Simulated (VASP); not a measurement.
# Si (R-3m) in VASP: notebook, part 2 of 2

VASP 6.6.1. The steps go on from the part before.

### Step 3. Relaxation of cell and atoms, PBE

This run uses another cell than the first one, of 23.43 Å³/atom, 1.599 times its volume.

INCAR

```
SYSTEM = Si
ALGO = Normal
EDIFF = 1E-6
EDIFFG = -0.04
ENCUT = 600
GGA = PE
IBRION = 2
ISIF = 3
ISMEAR = 0
LASPH = .TRUE.
LCHARG = .FALSE.
LREAL = .FALSE.
LWAVE = .FALSE.
NELM = 100
NSW = 90
PREC = Accurate
SIGMA = 0.1
```

KPOINTS

```
k-points
0
G
  6 6 6
  0 0 0
```

POSCAR

```
Si
1.0
    1.6132183877      0.9313920704      7.7965832421
   -1.6132183877      0.9313920704      7.7965832421
    0.0000000000     -1.8627841408      7.7965832421
Si
3
Direct
    0.0000000000      0.0000000000      0.0000000000
    0.2222200000      0.2222200000      0.2222200000
    0.7777800000      0.7777800000      0.7777800000
```

Potentials or basis: VASP PAW PBE potentials, release 64 (Si).

Started as:

```
cat potpaw_PBE.64/Si/POTCAR > POTCAR
mpirun -np 1 vasp_std > vasp.out
```

OUTCAR:

```text
SYSTEM = Si
   EDIFF = 1E-6
   EDIFFG = -0.04
   ENCUT = 600
   GGA = PE
   IBRION = 2
   ISIF = 3
   ISMEAR = 0
   LASPH = .TRUE.
   LREAL = .FALSE.
   NELM = 100
   NSW = 90
   PREC = Accurate

 ion  position               nearest neighbor table
   1  0.000  0.000  0.000-
   2  0.222  0.222  0.222-
   3  0.778  0.778  0.778-

  LATTYP: Found a trigonal (rhomboedric) cell.
 ALAT       =     8.0160261356
 COS(alpha) =     0.9189975651

  Lattice vectors:

 A1 = (   1.6132183877,   0.9313920704,   7.7965832421)
 A2 = (  -1.6132183877,   0.9313920704,   7.7965832421)
 A3 = (   0.0000000000,  -1.8627841408,   7.7965832421)

Analysis of symmetry for initial positions (statically):
=====================================================================
 Subroutine PRICEL returns:
 Original cell was already a primitive cell.

 Routine SETGRP: Setting up the symmetry group for a
 trigonal (rhombohedral) supercell.

 Subroutine GETGRP returns: Found 12 space group operations
 (whereof 12 operations were pure point group operations)
 out of a pool of 12 trial point group operations.

The static configuration has the point symmetry D_3d.

Analysis of symmetry for dynamics (positions and initial velocities):
=====================================================================
 Subroutine PRICEL returns:
 Original cell was already a primitive cell.

 Routine SETGRP: Setting up the symmetry group for a
 trigonal (rhombohedral) supercell.

 Subroutine GETGRP returns: Found 12 space group operations
 (whereof 12 operations were pure point group operations)
 out of a pool of 12 trial point group operations.

The dynamic configuration has the point symmetry D_3d.

 Subroutine INISYM returns: Found 12 space group operations
 (whereof 12 operations are pure point group operations),
 and found     1 'primitive' translations

----------------------------------------------------------------------------------------

                                     Primitive cell

  volume of cell :      70.2880

  direct lattice vectors                    reciprocal lattice vectors
     1.613218388  0.931392070  7.796583242     0.309939438  0.178943618  0.042753771
[... 102 lines left out ...]
   EFERMI =   0.00;   METHOD = LEGACY
   ISMEAR =     0;   SIGMA  =   0.10  broadening in eV -4-tet -1-fermi 0-gaus
   EFERMI_NEDOS =   21; number of points for ismear=-14 and -15
   IALGO  =     38    algorithm
   IMIX   =      4    mixing-type and parameters
     AMIX     =   0.40;   BMIX     =  1.00
     AMIX_MAG =   1.60;   BMIX_MAG =  1.00
  volume/ion in A,a.u.               =      23.43       158.11
  Fermi-wavevector in a.u.,A,eV,Ry     =   0.908186  1.716223 11.222111  0.824802
  Thomas-Fermi vector in A             =   2.032082
   LORBIT       =      0    0 simple, 1 ext, 2 COOP (PROOUT), +10 PAW based schemes
   GGA     = PE    functional components
   LHFCALC =     F    Hartree Fock is set to
   AEXX    =    0.0000 exact exchange contribution
   IVDW    =     0    specifies the selected vdW correction
   LEPSILON=     F    determine dielectric tensor
   LRPA    =     F    only Hartree local field effects (RPA)
 conjugate gradient relaxation of ions
 non-spin polarized calculation
 Gauss-broadening in eV      SIGMA  =   0.10
  energy-cutoff  :      600.00
  volume of cell :       70.29
 maximum number of plane-waves:      2369
   NGX = 31   NGY = 31   NGZ = 31

--------------------------------------- Ionic step        1  -------------------------------------------

 number of electron      12.0000000 magnetization

 Free energy of the ion-electron system (eV)
  ---------------------------------------------------
  ext. energy  EPLUGINS =         0.00000000
  ---------------------------------------------------
  free energy    TOTEN  =       -12.64983256 eV

  energy without entropy =      -12.63156766  energy(sigma->0) =      -12.64070011

 E-fermi :   4.8123     XC(G=0):  -9.3295

 val. band max:        4.8040709031   @ k =   0.5000   0.3333  -0.0000
 cond. band min:       4.8747640355   @ k =   0.3333   0.1667   0.0000
 fundamental gap:      0.0706931325
 Fermi energy:         4.8123388341
[... 728 lines left out ...]
 k-point    24 :      -0.3333    0.5000    0.1667
  band No.  band energies     occupation
      1       1.0676      2.00000
      2       1.4504      2.00000
      3       4.5412      2.00000
      4       6.4055      2.00000
      5       7.6376      2.00000
      6       8.3308      2.00000
      7       8.8099      2.00000
      8       9.6072      2.00000
      9      11.0672      0.00000
     10      12.5389      0.00000

 [... further k-points ...]

[... ionic steps 4 to 8 ...]

--------------------------------------- Ionic step        9  -------------------------------------------

 number of electron      12.0000000 magnetization

------------------------ aborting loop because EDIFF is reached ----------------------------------------
[... 69 lines left out ...]
--------------------------------------- Ionic step       11  -------------------------------------------

 number of electron      12.0000000 magnetization

 Free energy of the ion-electron system (eV)
  ---------------------------------------------------
  ext. energy  EPLUGINS =         0.00000000
  ---------------------------------------------------
  free energy    TOTEN  =       -14.61510629 eV

  energy without entropy =      -14.60755211  energy(sigma->0) =      -14.61132920

 E-fermi :   9.8787     XC(G=0): -11.1432

 val. band max:        9.8703006945   @ k =   0.5000   0.3333   0.1667
 cond. band min:       9.9111554210   @ k =  -0.3333   0.1667   0.0000
 fundamental gap:      0.0408547264
 Fermi energy:         9.8787117215
[... 342 lines left out ...]
  FREE ENERGIE OF THE ION-ELECTRON SYSTEM (eV)
  ---------------------------------------------------
  free  energy   TOTEN  =       -14.6151062944 eV

  energy  without entropy=      -14.6075521052  energy(sigma->0) =      -14.61132920

 reached required accuracy - stopping structural energy minimisation
```

CONTCAR:

```text
Si
   1.00000000000000
     1.4161490138794857    0.8176140143757903    6.3195379693071470
    -1.4161490138794857    0.8176140143757903    6.3195379693071470
    -0.0000000000000000   -1.6352280287515806    6.3195379693071470
  Si
     3
Direct
     0.0000000000000000    0.0000000000000000    0.0000000000000000
     0.2230661808133120    0.2230661808133120    0.2230661808133120
     0.7769338191866880    0.7769338191866880    0.7769338191866880

  0.00000000E+00  0.00000000E+00  0.00000000E+00
  0.00000000E+00  0.00000000E+00  0.00000000E+00
  0.00000000E+00  0.00000000E+00  0.00000000E+00
```

Run time: 6.1 min. Hardware: 1 thread of Intel Xeon Platinum 8488C (Sapphire Rapids), shared host; peak memory 0.58 GiB.

What came out:

* Free energy: -14.6151 eV
* Relaxed volume: 14.63 Å³/atom
* Relaxed cell: a = 6.528 Å, b = 6.528 Å, c = 6.528 Å, α = 25.06°, β = 25.06°, γ = 25.06°
* Space group after relaxing (to 0.05 Å): R-3m (No. 166)
* Energy gained by relaxing: 655.1 meV/atom
* Ionic steps: 11
* Pressure after relaxing: 0.0 GPa
* Largest force after relaxing: 0.017 eV/Å
* Band gap on the k mesh: none (metal or under the smearing width)

Forces in eV/Å, atoms in the order of the input:
```
Si   0.000  0.000  0.000
Si   0.000  0.000  0.017
Si   0.000  0.000 -0.017
```

The path:
```tsv
step	energy change (eV)	largest force (eV/Å)	pressure (GPa)	volume (Å³)
1	0.0000	0.0405	-14.62	70.29
2	-1.6606	0.0953	-9.37	50.70
3	-1.9061	0.0673	-1.56	44.53
4	-1.9123	0.0545	0.94	43.28
5	-1.9124	0.0590	-0.02	43.74
6	-1.9621	0.0723	1.10	43.36
7	-1.9622	0.0683	1.04	43.37
8	-1.9642	0.0589	-0.20	44.00
9	-1.9642	0.0594	-0.11	43.94
10	-1.9646	0.0480	-0.09	43.93
11	-1.9653	0.0169	-0.01	43.90
```

Final structure:
```cif
data_structure
_symmetry_space_group_name_H-M 'P 1'
_symmetry_Int_Tables_number 1
_cell_length_a 6.5277
_cell_length_b 6.5277
_cell_length_c 6.5277
_cell_angle_alpha 25.059
_cell_angle_beta 25.059
_cell_angle_gamma 25.059
_cell_volume 43.90
loop_
_atom_site_label
_atom_site_type_symbol
_atom_site_fract_x
_atom_site_fract_y
_atom_site_fract_z
_atom_site_occupancy
Si1 Si 0.00000 0.00000 0.00000 1
Si2 Si 0.22307 0.22307 0.22307 1
Si3 Si 0.77693 0.77693 0.77693 1
```

Levels at points of the mesh, in eV from the Fermi level:
| k point | band 3 | band 4 | band 5 | band 6 | band 7 | band 8 | band 9 | band 10 |
| --- | --- | --- | --- | --- | --- | --- | --- | --- |
| (0.00, 0.00, 0.00) | -10.55 | -0.20 | -0.10 | 7.19 | 7.19 | 7.42 | 7.42 | 9.04 |
| (0.50, 0.00, 0.00) | -5.95 | -5.77 | -3.63 | -3.24 | 2.91 | 2.92 | 3.06 | 3.55 |
| (0.50, 0.50, 0.00) | -6.66 | -6.47 | -2.49 | -1.66 | 1.02 | 1.69 | 2.18 | 4.60 |
| (0.50, 0.50, 0.50) | -6.26 | -6.09 | 6.74 | 6.74 | 7.07 | 7.11 | 8.09 | 8.09 |

Caveat: the k mesh is coarse (spacing up to 0.38 Å⁻¹), so the values aren't converged; the volume moved by over 15 % at a fixed basis, so the end points are rough.

### Step 4. Single point, PBE

This run uses another cell than the first one: it holds 4 atoms, not 3.

INCAR

```
SYSTEM = Si
  PREC = Accurate
  ENCUT = 520
  EDIFF = 1E-6
  ISMEAR = 0
  SIGMA = 0.1
  LREAL = .False.
  LASPH = .True.
  NELM = 100
  ALGO = Normal
  ISIF = 2
  LWAVE = .False.
  LCHARG = .True.
  GGA = PE
  LELF = .True.
  LVHAR = .True.
  NBANDS = 16
```

KPOINTS

```
regular mesh
0
Gamma
  6 6 4
  0 0 0
```

POSCAR

```
Si
1.0
    2.3820008253     -3.8069328039      0.0000000000
    2.3820008253      3.8069328039      0.0000000000
    0.0000000000      0.0000000000      3.7447184394
Si
4
Direct
    0.1475279391      0.8524720609      0.8526248466
    0.6475279391      0.3524720609      0.6473751534
    0.8524720609      0.1475279391      0.1473751534
    0.3524720609      0.6475279391      0.3526248466
```

Potentials or basis: VASP PAW PBE potentials, release 64 (Si).

Started as:

```
cat potpaw_PBE.64/Si/POTCAR > POTCAR
mpirun -np 1 vasp_std > vasp.out
```

OUTCAR:

```text
SYSTEM = Si
   PREC = Accurate
   ENCUT = 520
   EDIFF = 1E-6
   ISMEAR = 0
   LREAL = .False.
   LASPH = .True.
   NELM = 100
   ISIF = 2
   GGA = PE

 ion  position               nearest neighbor table
   1  0.148  0.852  0.853-   4 2.44   4 2.44   2 2.50   2 2.50   3 2.50   3 3.05   3 3.05
   2  0.648  0.352  0.647-   3 2.44   3 2.44   1 2.50   1 2.50   4 2.50   4 3.05   4 3.05
   3  0.852  0.148  0.147-   2 2.44   2 2.44   4 2.50   4 2.50   1 2.50   1 3.05   1 3.05
   4  0.352  0.648  0.353-   1 2.44   1 2.44   3 2.50   3 2.50   2 2.50   2 3.05   2 3.05

  LATTYP: Found a base centered orthorhombic cell.
[... 662 lines left out ...]
  -------------------------------------------------------------------------------------
  Total        0.0099760     -0.0743001     -0.0965622      0.0000000      0.0000000      0.0000000
  in kB        0.2353438     -1.7528056     -2.2779871      0.0000000      0.0000000      0.0000000
  external PRESSURE =      -1.2651497 kB  Pullay stress =       0.0000000 kB

 VOLUME and BASIS-vectors are now :
 -----------------------------------------------------------------------------
  energy-cutoff  :      520.00
  volume of cell :       67.92
      direct lattice vectors                 reciprocal lattice vectors
     2.382000825 -3.806932804  0.000000000     0.209907568 -0.131339329  0.000000000
     2.382000825  3.806932804  0.000000000     0.209907568  0.131339329  0.000000000
     0.000000000  0.000000000  3.744718439     0.000000000  0.000000000  0.267042774

 POSITION                                       TOTAL-FORCE (eV/Angst)
 -----------------------------------------------------------------------------------
      2.38200      2.68367      3.19284         0.000000      0.008349      0.001119
      2.38200     -1.12326      2.42424         0.000000      0.008349     -0.001119
      2.38200     -2.68367      0.55188         0.000000     -0.008349     -0.001119
      2.38200      1.12326      1.32048         0.000000     -0.008349      0.001119
 -----------------------------------------------------------------------------------
    total drift:                               -0.000000      0.000000     -0.000000

  FREE ENERGIE OF THE ION-ELECTRON SYSTEM (eV)
  ---------------------------------------------------
  free  energy   TOTEN  =       -20.2613502378 eV

  energy  without entropy=      -20.2555479655  energy(sigma->0) =      -20.25844910
```

Wall time 17 s (1 thread of Intel Xeon Platinum 8488C (Sapphire Rapids), shared host); peak memory 0.18 GiB.

Results:

```
Free energy            : -20.2614 eV
Pressure               : -0.1 GPa
Largest force          : 0.008 eV/Å
Band gap on the k mesh : none (metal or under the smearing width)
```

Forces in eV/Å, atoms in the order of the input:
```
Si   0.000  0.008  0.001
Si   0.000  0.008 -0.001
Si   0.000 -0.008 -0.001
Si   0.000 -0.008  0.001
```

Levels at points of the mesh, in eV from the Fermi level:
| k point | band 5 | band 6 | band 7 | band 8 | band 9 | band 10 | band 11 | band 12 |
| --- | --- | --- | --- | --- | --- | --- | --- | --- |
| (0.00, 0.00, 0.00) | -4.79 | -3.60 | -2.92 | -2.27 | -0.75 | 3.94 | 4.63 | 4.97 |
| (0.50, 0.00, 0.00) | -2.14 | -2.14 | 0.15 | 0.15 | 1.04 | 1.04 | 2.95 | 2.95 |
| (0.50, 0.50, 0.00) | -1.98 | -1.69 | -0.83 | 0.18 | 0.48 | 2.58 | 3.04 | 3.10 |
| (0.00, 0.00, 0.50) | -3.11 | -3.11 | -2.50 | -2.50 | -0.56 | -0.56 | 1.11 | 1.11 |
| (0.50, 0.00, 0.50) | -3.68 | -3.68 | -2.29 | -2.29 | 3.11 | 3.11 | 3.39 | 3.39 |
| (0.50, 0.50, 0.50) | -4.47 | -4.47 | -3.99 | -3.99 | 3.32 | 3.32 | 5.93 | 5.93 |

Caveat: the k mesh is coarse (spacing up to 0.42 Å⁻¹), so the values aren't converged.

### Step 5. Overview

```tsv
task	cell	k mesh	cutoff (eV)	gap on the mesh (eV)	pressure (GPa)	largest force (eV/Å)
single point	R-3m, 14.66 Å³/atom	6 × 6 × 6	520	none	0.0	-
relaxation of cell and atoms	relaxed	6 × 6 × 6	600	none	0.0	0.02
single point	Cmce, 16.98 Å³/atom	6 × 6 × 4	520	none	-0.1	0.01
```

Alike in all rows: level PBE; potentials or basis VASP PAW PBE potentials, release 64 (Si); no spin polarisation; smearing gaussian 0.1 eV; the mesh is coarse, so values aren't converged.

Caveats: all runs use coarse meshes; the volume moved by over 15 % at a fixed basis, so the end points are rough (some runs).

Total energies depend on the potentials used, so only differences within one code and one set of settings carry meaning.
